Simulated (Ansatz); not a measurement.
## Te2Pt (Moncheite) under changes of volume

One of the cells (24.143 Å³/atom); the others are scaled copies at fixed shape and fractional positions:

```xyz
3
Lattice="4.0100 0.0000 0.0000 -2.0050 3.4728 0.0000 0.0000 0.0000 5.2010" Properties=species:S:1:pos:R:3 pbc="T T T"
Pt    0.0000    0.0000    0.0000
Te    2.0050    1.1576    3.9007
Te    0.0000    2.3152    1.3002
```

- Program: Ansatz 0.2.0
- Functional: LDA
- Potentials or basis: all-electron LAPW, scalar-relativistic
- Cutoff: 271 eV (chosen from the basis error)
- Basis error allowed: 0.002 eV/atom
- k mesh: 8 × 8 × 5
- Occupations: fermi-dirac, width 0.05 eV
- Spin: no spin polarisation

```tsv
volume (Å³/atom)	energy over the lowest point (meV/atom)	pressure (GPa)	largest force (eV/Å)
22.694	?	?	?
23.177	30.37	7.5	1.115
23.660	12.30	4.6	0.843
24.143	2.48	2.0	0.593
24.626	0.00	-0.3	0.365
25.108	4.07	-2.4	0.156
25.591	13.95	-4.2	0.035
```

Task: What does the run at 22.694 Å³/atom give?

Result: Energy over the lowest point 57.68 meV/atom; pressure 10.7 GPa; largest force 1.412 eV/Å.

Worked out: A Birch-Murnaghan fit of order 3 (a polynomial in V^(-2/3)) to the other rows has its minimum at 24.56 Å³/atom with B0 = V·E''(V) = 112 GPa and B' = 4.9 at fixed shape and positions, which overstates the stiffness. It gives 57.72 meV/atom at 22.694 Å³/atom, against the run's 57.68, and -dE/dV = 10.7 GPa, against 10.7.

Energies are extrapolated to zero smearing.

Caveats: forces of over 1 eV/Å show positions far from the minimum, so gaps and moduli don't describe the material at rest (some runs).
